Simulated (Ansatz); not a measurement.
Take a crystal in which Ba has been replaced by Be on all its sites, with the cell rescaled by a rough guess (in some cases also distorted within its space group) and nothing relaxed:

```yaml
crystal:
  lattice:
    - [0.00000, 2.48531, 2.48531]
    - [2.48531, 0.00000, 2.48531]
    - [2.48531, 2.48531, 0.00000]
  atoms:
    - { symbol: Be, position: [0.00000, 0.00000, 0.00000] }
    - { symbol: S, position: [0.50000, 0.50000, 0.50000] }
```

All numbers below come from DFT PBEsol, scalar-relativistic, plane waves, PAW in Ansatz.

Cutoff 420 eV; k points 10×10×10 on the computed 2-atom cell (Γ-centred); Gaussian smearing, width 0.02 eV; no spin polarisation.

Problem. Will this cell want to expand or contract, and how hard?

Solution. The pressure is -17.2 GPa (positive in compression), so the cell would contract.

Problem. Is it a metal on this mesh?

Solution. No: the gap is 0.84 eV, the least direct gap 3.22 eV.

Problem. What is its energy against the elements in their standard states?

Solution. -0.395 eV/atom at this unrelaxed geometry, with the elements in the same functional.

This rock-salt form isn't the usual stable structure of the compound.